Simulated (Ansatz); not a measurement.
# CdS: the γ surface of a lattice plane, part 2 of 3

Aim: map the energy of CdS (P6_3mc, No. 186; 8 atoms in the cell) over two coordinates, and find its wells, ridges and stiffness.

Ansatz 0.2.0; DFT PBE, scalar-relativistic, plane waves, PAW. The steps go on from the part before.

**5. The grid**

Gamma surface: rigid slide across a plane, one fault a cell; the plane is (0 0 1) of the conventional cell, and the faces at the cut hold Cd and S.

The axes are (1) slide along a1: 12 values from 0.000 to 0.917, periodic; (2) slide along a2: 12 values from 0.000 to 0.917, periodic.

Nothing else is relaxed (rigid halves, spacing across the cut fixed). Energies count from the perfect crystal. Points are written as (first, second).

The two vectors of the plane (Å): (-2.099, -3.635, 0.000); (2.099, -3.635, 0.000).

Of the runs on the grid, 8 are shown in the steps below; the others differ only in the two coordinates.

**6. The run at (8/12, 8/12) of the map's two axes**

input.yaml reads:

```yaml
crystal:
  lattice:
    - [-2.0985806452, -3.6348483013, 0.0]
    - [2.0985806452, -3.6348483013, 0.0]
    - [0.0, -4.8464644017, 13.655461743]
  atoms:
    - { symbol: Cd, position: [0.0627811639, 0.0627811639, 0.9058282541] }
    - { symbol: Cd, position: [0.3961144973, 0.3961144973, 0.4058282541] }
    - { symbol: Cd, position: [0.2294478306, 0.2294478306, 0.1558282541] }
    - { symbol: Cd, position: [-0.1038855027, -0.1038855027, 0.6558282541] }
    - { symbol: S, position: [0.6038855027, 0.6038855027, 0.0941717459] }
    - { symbol: S, position: [0.2705521694, 0.2705521694, 0.5941717459] }
    - { symbol: S, position: [0.1038855027, 0.1038855027, 0.3441717459] }
    - { symbol: S, position: [-0.2294478306, -0.2294478306, 0.8441717459] }
basis:
  ecutwfc: 420
kpoints:
  mp_grid: { grid: [7, 7, 2] }
hamiltonian:
  xc: pbe
scf:
  occupations: { method: gaussian, width: 0.05 }
output:
  forces: true
  stress: true
  eigenvalues: true
```

Run with:

```console
$ ansatz run input.yaml --threads 2 --pin off --max-ram 4096MiB --backend cpu --events-out ev --progress --plain --runs-dir out
```

What it wrote, cut to the lines that bear on the results:

```text
Warning: crystal.symmetry: narrowed to the stabiliser of the k-point mesh — unitary ops 6 → 2; excluded 4 operations that carry a point of the 7×7×2 mesh (shift [0, 0, 0]) off the mesh (the run samples exactly the mesh kpoints.mp_grid names, as under crystal.symmetry.detect: false, and [...]
Warning: RAYON_NUM_THREADS=2 ignored (pool sized by the plan → 2); use --threads N
[...]
Pseudopotentials: kind: paw
Pseudopotential: Cd, paw, valence charge 20, recommended cutoff 420 eV (normal), Cd.paw.azcp
Pseudopotential: S, paw, valence charge 6, recommended cutoff 420 eV (normal), S.paw.azcp
[...]
  atom   2  Cd     0.00000000    -0.00013907    -0.20296634
  atom   3  Cd     0.00000000    -0.00011198     0.09943326
  atom   4  Cd     0.00000000    -0.00007917    -0.20763822
  atom   5  S      0.00000000     0.00025863    -0.16241436
  atom   6  S      0.00000000     0.00001592     0.16949549
  atom   7  S      0.00000000     0.00026696     0.20974403
  atom   8  S      0.00000000    -0.00025622    -0.01764676
[...]
--- Stress (GPa, compression-positive) ---
       -1.166223       0.000000       0.000000
        0.000000      -1.166276      -0.001604
        0.000000      -0.001604       0.915453
  P = ⅓ Tr σ = -0.4723 GPa (-4.723 kbar)
--- Band table (eV; the first three rows and the last of 32) ---
[...]
```

Wall time 15 s (2 threads of Arm Neoverse V2, shared host); peak memory 0.61 GiB.

Energy on the map's scale: 802 mJ/m².

**7. Point (4/12, 10/12) of the map's two axes**

input.yaml reads:

```yaml
crystal:
  lattice:
    - [-2.0985806452, -3.6348483013, 0.0]
    - [2.0985806452, -3.6348483013, 0.0]
    - [1.0492903226, -4.2406563515, 13.655461743]
  atoms:
    - { symbol: Cd, position: [0.3647239153, -0.0881902118, 0.9058282541] }
    - { symbol: Cd, position: [0.531390582, 0.3284764549, 0.4058282541] }
    - { symbol: Cd, position: [0.281390582, 0.2034764549, 0.1558282541] }
    - { symbol: Cd, position: [0.1147239153, -0.2131902118, 0.6558282541] }
    - { symbol: S, position: [0.6352760847, 0.5881902118, 0.0941717459] }
    - { symbol: S, position: [0.468609418, 0.1715235451, 0.5941717459] }
    - { symbol: S, position: [0.218609418, 0.0465235451, 0.3441717459] }
    - { symbol: S, position: [0.0519427514, -0.3701431216, 0.8441717459] }
basis:
  ecutwfc: 420
kpoints:
  mp_grid: { grid: [7, 7, 2] }
hamiltonian:
  xc: pbe
scf:
  occupations: { method: gaussian, width: 0.05 }
output:
  forces: true
  stress: true
  eigenvalues: true
```

Run with:

```console
$ ansatz run input.yaml --threads 2 --pin off --max-ram 4096MiB --backend cpu --events-out ev --progress --plain --runs-dir out
```

What it wrote, cut to the lines that bear on the results:

```text
[...]
SCF converged after 7 iterations
Free energy (F): -36631.006075 eV
[...]
E sigma→0 (E₀):  -36631.006075 eV
Fermi energy:    6.802988 eV
[...]
--- Forces (eV/Å), atoms counted from 1 ---
  atom   1  Cd    -0.20291538    -0.11713565     0.31003966
  atom   2  Cd     0.00005013    -0.00001904    -0.09464203
  atom   3  Cd    -0.11483077    -0.06632430     0.05536347
[...]
  atom   5  S      0.53466249     0.30873401    -0.39977707
  atom   6  S     -0.00705568    -0.00406123     0.08070342
  atom   7  S      0.02800441     0.01628035     0.09884021
  atom   8  S     -0.21092684    -0.12185375     0.04403056
[...]
--- Stress (GPa, compression-positive) ---
       -0.482199       0.069427       1.139060
        0.069427      -0.562402       0.656572
        1.139060       0.656572      -0.230775
  P = ⅓ Tr σ = -0.4251 GPa (-4.251 kbar)
--- Band table (eV; the first three rows and the last of 50) ---
[...]
```

Run time: 23 s. Hardware: 2 threads of Arm Neoverse V2, shared host; peak memory 0.73 GiB.

Energy on the map's scale: 333 mJ/m².

**8. Point (6/12, 8/12) of the map's two axes**

input.yaml reads:

```yaml
crystal:
  lattice:
    - [-2.0985806452, -3.6348483013, 0.0]
    - [2.0985806452, -3.6348483013, 0.0]
    - [0.3497634409, -4.2406563515, 13.655461743]
  atoms:
    - { symbol: Cd, position: [0.2137525396, 0.0627811639, 0.9058282541] }
    - { symbol: Cd, position: [0.4637525396, 0.3961144973, 0.4058282541] }
    - { symbol: Cd, position: [0.2554192063, 0.2294478306, 0.1558282541] }
    - { symbol: Cd, position: [0.0054192063, -0.1038855027, 0.6558282541] }
    - { symbol: S, position: [0.6195807937, 0.6038855027, 0.0941717459] }
    - { symbol: S, position: [0.3695807937, 0.2705521694, 0.5941717459] }
    - { symbol: S, position: [0.1612474604, 0.1038855027, 0.3441717459] }
    - { symbol: S, position: [-0.0887525396, -0.2294478306, 0.8441717459] }
basis:
  ecutwfc: 420
kpoints:
  mp_grid: { grid: [7, 7, 2] }
hamiltonian:
  xc: pbe
scf:
  occupations: { method: gaussian, width: 0.05 }
output:
  forces: true
  stress: true
  eigenvalues: true
```

Run with:

```console
$ ansatz run input.yaml --threads 2 --pin off --max-ram 4096MiB --backend cpu --events-out ev --progress --plain --runs-dir out
```

What it wrote, cut to the lines that bear on the results:

```text
[...]
SCF converged after 7 iterations
Free energy (F): -36630.701766 eV
[...]
E sigma→0 (E₀):  -36630.701766 eV
Fermi energy:    6.763467 eV
[...]
--- Forces (eV/Å), atoms counted from 1 ---
  atom   1  Cd    -0.15749738    -0.05013995     0.19988692
  atom   2  Cd    -0.00001960    -0.00191265    -0.17075779
  atom   3  Cd    -0.06984193    -0.11708542     0.08829929
[...]
  atom   5  S      0.35797407     0.32562706    -0.29987393
  atom   6  S     -0.00440542    -0.00820333     0.14409808
  atom   7  S      0.01672618     0.01800314     0.17670731
  atom   8  S     -0.12616268    -0.14608328     0.03413691
[...]
--- Stress (GPa, compression-positive) ---
       -1.280398       0.023354       0.756384
        0.023354      -0.666467       0.604460
        0.756384       0.604460       0.417234
  P = ⅓ Tr σ = -0.5099 GPa (-5.099 kbar)
--- Band table (eV; the first three rows and the last of 50) ---
[...]
```

It took 23 s on 2 threads of Arm Neoverse V2, shared host; peak memory 0.73 GiB.

On the map this point reads 653 mJ/m².

**9. The run at (3/12, 10/12) of the map's two axes**

input.yaml reads:

```yaml
crystal:
  lattice:
    - [-2.0985806452, -3.6348483013, 0.0]
    - [2.0985806452, -3.6348483013, 0.0]
    - [1.224172043, -3.9377523264, 13.655461743]
  atoms:
    - { symbol: Cd, position: [0.4402096031, -0.0881902118, 0.9058282541] }
    - { symbol: Cd, position: [0.5652096031, 0.3284764549, 0.4058282541] }
    - { symbol: Cd, position: [0.2943762698, 0.2034764549, 0.1558282541] }
    - { symbol: Cd, position: [0.1693762698, -0.2131902118, 0.6558282541] }
    - { symbol: S, position: [0.6431237302, 0.5881902118, 0.0941717459] }
    - { symbol: S, position: [0.5181237302, 0.1715235451, 0.5941717459] }
    - { symbol: S, position: [0.2472903969, 0.0465235451, 0.3441717459] }
    - { symbol: S, position: [0.1222903969, -0.3701431216, 0.8441717459] }
basis:
  ecutwfc: 420
kpoints:
  mp_grid: { grid: [7, 7, 2] }
hamiltonian:
  xc: pbe
scf:
  occupations: { method: gaussian, width: 0.05 }
output:
  forces: true
  stress: true
  eigenvalues: true
```

Run with:

```console
$ ansatz run input.yaml --threads 2 --pin off --max-ram 4096MiB --backend cpu --events-out ev --progress --plain --runs-dir out
```

What it wrote, cut to the lines that bear on the results:

```text
Warning: RAYON_NUM_THREADS=2 ignored (pool sized by the plan → 2); use --threads N
[...]
[... 4 set-up lines as earlier in the session ...]
[...]
Crystal: 8 atoms, lattice volume = 208.328 Å³
[...]
  atom   5  S      0.42990466     0.20378991    -0.34777892
  atom   6  S     -0.00495596    -0.00352664     0.05006298
  atom   7  S      0.02416661     0.01223714     0.06091592
  atom   8  S     -0.18491162    -0.09023878     0.04198894
[...]
--- Stress (GPa, compression-positive) ---
       -0.343896       0.214128       0.982065
        0.214128      -0.274468       0.401775
        0.982065       0.401775      -0.352441
  P = ⅓ Tr σ = -0.3236 GPa (-3.236 kbar)
--- Band table (eV; the first three rows and the last of 50) ---
[...]
```

Wall time 22 s (2 threads of Arm Neoverse V2, shared host); peak memory 0.72 GiB.

That is 189 mJ/m² from the zero.

**10. Grid point (7/12, 8/12) of the map's two axes**

input.yaml reads:

```yaml
crystal:
  lattice:
    - [-2.0985806452, -3.6348483013, 0.0]
    - [2.0985806452, -3.6348483013, 0.0]
    - [0.1748817204, -4.5435603766, 13.655461743]
  atoms:
    - { symbol: Cd, position: [0.1382668518, 0.0627811639, 0.9058282541] }
    - { symbol: Cd, position: [0.4299335184, 0.3961144973, 0.4058282541] }
    - { symbol: Cd, position: [0.2424335184, 0.2294478306, 0.1558282541] }
    - { symbol: Cd, position: [-0.0492331482, -0.1038855027, 0.6558282541] }
    - { symbol: S, position: [0.6117331482, 0.6038855027, 0.0941717459] }
    - { symbol: S, position: [0.3200664816, 0.2705521694, 0.5941717459] }
    - { symbol: S, position: [0.1325664816, 0.1038855027, 0.3441717459] }
    - { symbol: S, position: [-0.1591001851, -0.2294478306, 0.8441717459] }
basis:
  ecutwfc: 420
kpoints:
  mp_grid: { grid: [7, 7, 2] }
hamiltonian:
  xc: pbe
scf:
  occupations: { method: gaussian, width: 0.05 }
output:
  forces: true
  stress: true
  eigenvalues: true
```

Run with:

```console
$ ansatz run input.yaml --threads 2 --pin off --max-ram 4096MiB --backend cpu --events-out ev --progress --plain --runs-dir out
```

What it wrote, cut to the lines that bear on the results:

```text
Warning: RAYON_NUM_THREADS=2 ignored (pool sized by the plan → 2); use --threads N
[...]
[... 4 set-up lines as earlier in the session ...]
[...]
Crystal: 8 atoms, lattice volume = 208.328 Å³
[...]
  atom   5  S      0.18197594     0.22512039    -0.20381979
  atom   6  S     -0.00286931    -0.00515598     0.16219384
  atom   7  S      0.00872037     0.01197834     0.20029123
  atom   8  S     -0.06749345    -0.09584546    -0.00228729
[...]
--- Stress (GPa, compression-positive) ---
       -1.276547      -0.040377       0.372286
       -0.040377      -0.947381       0.435079
        0.372286       0.435079       0.769857
  P = ⅓ Tr σ = -0.4847 GPa (-4.847 kbar)
--- Band table (eV; the first three rows and the last of 50) ---
[...]
```

It took 22 s on 2 threads of Arm Neoverse V2, shared host; peak memory 0.73 GiB.

Energy on the map's scale: 761 mJ/m².

**11. Point (3/12, 3/12) of the map's two axes**

input.yaml reads:

```yaml
crystal:
  lattice:
    - [-2.0985806452, -3.6348483013, 0.0]
    - [2.0985806452, -3.6348483013, 0.0]
    - [0.0, -1.8174241506, 13.655461743]
  atoms:
    - { symbol: Cd, position: [0.4402096031, 0.4402096031, 0.9058282541] }
    - { symbol: Cd, position: [0.5652096031, 0.5652096031, 0.4058282541] }
    - { symbol: Cd, position: [0.2943762698, 0.2943762698, 0.1558282541] }
    - { symbol: Cd, position: [0.1693762698, 0.1693762698, 0.6558282541] }
    - { symbol: S, position: [0.6431237302, 0.6431237302, 0.0941717459] }
    - { symbol: S, position: [0.5181237302, 0.5181237302, 0.5941717459] }
    - { symbol: S, position: [0.2472903969, 0.2472903969, 0.3441717459] }
    - { symbol: S, position: [0.1222903969, 0.1222903969, 0.8441717459] }
basis:
  ecutwfc: 420
kpoints:
  mp_grid: { grid: [7, 7, 2] }
hamiltonian:
  xc: pbe
scf:
  occupations: { method: gaussian, width: 0.05 }
output:
  forces: true
  stress: true
  eigenvalues: true
```

Run with:

```console
$ ansatz run input.yaml --threads 2 --pin off --max-ram 4096MiB --backend cpu --events-out ev --progress --plain --runs-dir out
```

What it wrote, cut to the lines that bear on the results:

```text
[...]
SCF converged after 7 iterations
Free energy (F): -36630.825026 eV
[...]
E sigma→0 (E₀):  -36630.825026 eV
Fermi energy:    6.731730 eV
[...]
--- Forces (eV/Å), atoms counted from 1 ---
  atom   1  Cd     0.00000000    -0.24301080     0.18947863
  atom   2  Cd     0.00000000     0.00246078    -0.16897986
  atom   3  Cd     0.00000000     0.05677790     0.07891724
[...]
  atom   5  S      0.00000000     0.21531622    -0.51981017
  atom   6  S      0.00000000     0.00236333     0.14740163
  atom   7  S      0.00000000     0.00572462     0.16429613
  atom   8  S      0.00000000    -0.03537690     0.26409850
[...]
--- Stress (GPa, compression-positive) ---
       -0.293225       0.000000       0.000000
        0.000000      -1.399550       0.637509
        0.000000       0.637509      -0.325562
  P = ⅓ Tr σ = -0.6728 GPa (-6.728 kbar)
--- Band table (eV; the first three rows and the last of 32) ---
[...]
```

Wall time 14 s (2 threads of Arm Neoverse V2, shared host); peak memory 0.61 GiB.

That is 523 mJ/m² from the zero.

**12. Point (5/12, 9/12) of the map's two axes**

input.yaml reads:

```yaml
crystal:
  lattice:
    - [-2.0985806452, -3.6348483013, 0.0]
    - [2.0985806452, -3.6348483013, 0.0]
    - [0.6995268817, -4.2406563515, 13.655461743]
  atoms:
    - { symbol: Cd, position: [0.2892382275, -0.0127045239, 0.9058282541] }
    - { symbol: Cd, position: [0.4975715608, 0.3622954761, 0.4058282541] }
    - { symbol: Cd, position: [0.2684048941, 0.2164621428, 0.1558282541] }
    - { symbol: Cd, position: [0.0600715608, -0.1585378572, 0.6558282541] }
    - { symbol: S, position: [0.6274284392, 0.5960378572, 0.0941717459] }
    - { symbol: S, position: [0.4190951059, 0.2210378572, 0.5941717459] }
    - { symbol: S, position: [0.1899284392, 0.0752045239, 0.3441717459] }
    - { symbol: S, position: [-0.0184048941, -0.2997954761, 0.8441717459] }
basis:
  ecutwfc: 420
kpoints:
  mp_grid: { grid: [7, 7, 2] }
hamiltonian:
  xc: pbe
scf:
  occupations: { method: gaussian, width: 0.05 }
output:
  forces: true
  stress: true
  eigenvalues: true
```

Run with:

```console
$ ansatz run input.yaml --threads 2 --pin off --max-ram 4096MiB --backend cpu --events-out ev --progress --plain --runs-dir out
```

What it wrote, cut to the lines that bear on the results:

```text
Warning: RAYON_NUM_THREADS=2 ignored (pool sized by the plan → 2); use --threads N
[...]
[... 4 set-up lines as earlier in the session ...]
[...]
Crystal: 8 atoms, lattice volume = 208.328 Å³
[...]
  atom   5  S      0.54526923     0.32621024    -0.37248657
  atom   6  S     -0.00686963    -0.00614671     0.11529256
  atom   7  S      0.02653467     0.01733174     0.14137539
  atom   8  S     -0.19986989    -0.13323542     0.04107995
[...]
--- Stress (GPa, compression-positive) ---
       -0.918049       0.046898       1.155838
        0.046898      -0.618014       0.635659
        1.155838       0.635659       0.071131
  P = ⅓ Tr σ = -0.4883 GPa (-4.883 kbar)
--- Band table (eV; the first three rows and the last of 50) ---
[...]
```

It took 23 s on 2 threads of Arm Neoverse V2, shared host; peak memory 0.73 GiB.

That is 506 mJ/m² from the zero.

**13. The run at (7/12, 7/12) of the map's two axes**

input.yaml reads:

```yaml
crystal:
  lattice:
    - [-2.0985806452, -3.6348483013, 0.0]
    - [2.0985806452, -3.6348483013, 0.0]
    - [0.0, -4.2406563515, 13.655461743]
  atoms:
    - { symbol: Cd, position: [0.1382668518, 0.1382668518, 0.9058282541] }
    - { symbol: Cd, position: [0.4299335184, 0.4299335184, 0.4058282541] }
    - { symbol: Cd, position: [0.2424335184, 0.2424335184, 0.1558282541] }
    - { symbol: Cd, position: [-0.0492331482, -0.0492331482, 0.6558282541] }
    - { symbol: S, position: [0.6117331482, 0.6117331482, 0.0941717459] }
    - { symbol: S, position: [0.3200664816, 0.3200664816, 0.5941717459] }
    - { symbol: S, position: [0.1325664816, 0.1325664816, 0.3441717459] }
    - { symbol: S, position: [-0.1591001851, -0.1591001851, 0.8441717459] }
basis:
  ecutwfc: 420
kpoints:
  mp_grid: { grid: [7, 7, 2] }
hamiltonian:
  xc: pbe
scf:
  occupations: { method: gaussian, width: 0.05 }
output:
  forces: true
  stress: true
  eigenvalues: true
```

Run with:

```console
$ ansatz run input.yaml --threads 2 --pin off --max-ram 4096MiB --backend cpu --events-out ev --progress --plain --runs-dir out
```

What it wrote, cut to the lines that bear on the results:

```text
[...]
SCF converged after 7 iterations
Free energy (F): -36630.645496 eV
[...]
E sigma→0 (E₀):  -36630.645496 eV
Fermi energy:    6.751780 eV
[...]
--- Forces (eV/Å), atoms counted from 1 ---
  atom   1  Cd     0.00000000    -0.03178536     0.16293093
  atom   2  Cd     0.00000000    -0.00236032    -0.18495372
  atom   3  Cd    -0.00000000    -0.12403162     0.09331021
[...]
  atom   5  S      0.00000000     0.32248566    -0.26086760
  atom   6  S      0.00000000    -0.00912625     0.15566355
  atom   7  S     -0.00000000     0.01829245     0.19091966
  atom   8  S     -0.00000000    -0.15232120     0.02989978
[...]
--- Stress (GPa, compression-positive) ---
       -1.425267      -0.000000       0.000000
       -0.000000      -0.687228       0.590409
        0.000000       0.590409       0.574792
  P = ⅓ Tr σ = -0.5126 GPa (-5.126 kbar)
--- Band table (eV; the first three rows and the last of 32) ---
[...]
```

Wall time 15 s (2 threads of Arm Neoverse V2, shared host); peak memory 0.61 GiB.

On the map this point reads 712 mJ/m².

**14. Changing settings: xc revpbe, ecutwfc left out**

Changes to input.yaml since step 13:

```diff
@@ -14,4 +14,2 @@
     - { symbol: S, position: [-0.1591001851, -0.1591001851, 0.8441717459] }
-basis:
-  ecutwfc: 420
 kpoints:
@@ -19,3 +17,3 @@
 hamiltonian:
-  xc: pbe
+  xc: revpbe
 scf:
@@ -24,3 +22,3 @@
   forces: true
+  eigenvalues: true
   stress: true
-  eigenvalues: true
```

Run with:

```console
$ ansatz run input.yaml --threads 2 --pin off --max-ram 4096MiB --backend cpu --events-out ev --progress --plain --runs-dir out
```

What it wrote, cut to the lines that bear on the results:

```text
Warning: RAYON_NUM_THREADS=2 ignored (pool sized by the plan → 2); use --threads N
[...]
[... 3 set-up lines as earlier in the session ...]
Functional definition: revPBE
[...]
Crystal: 8 atoms, lattice volume = 208.328 Å³
[...]
  atom   5  S      0.00000000     0.32112812    -0.29160863
  atom   6  S      0.00000000    -0.00902867     0.16053642
  atom   7  S     -0.00000000     0.01783371     0.19383285
  atom   8  S     -0.00000000    -0.15504736     0.01734530
[...]
--- Stress (GPa, compression-positive) ---
        0.111294      -0.000000      -0.000000
       -0.000000       0.838372       0.585444
       -0.000000       0.585444       2.050835
  P = ⅓ Tr σ = 1.0002 GPa (10.002 kbar)
--- Band table (eV; the first three rows and the last of 32) ---
[...]
```

It took 16 s on 2 threads of Arm Neoverse V2, shared host; peak memory 0.61 GiB.

```tsv
run	ending	energy change	pressure (GPa)	gap (eV)	force (eV/Å)	cycles	time
step 13	converged	-	-0.5	0.53	0.41	7	15 s
variant	converged	not comparable	1.0	0.64	0.43	7	16 s
```

A change of functional puts the total energy on another scale; the pressure goes from -0.5 to 1.0 GPa and the gap on the mesh goes from 0.53 to 0.64 eV. At this fixed cell a higher pressure means that this functional prefers a larger volume than the reference.

[end of part 2 of 3]
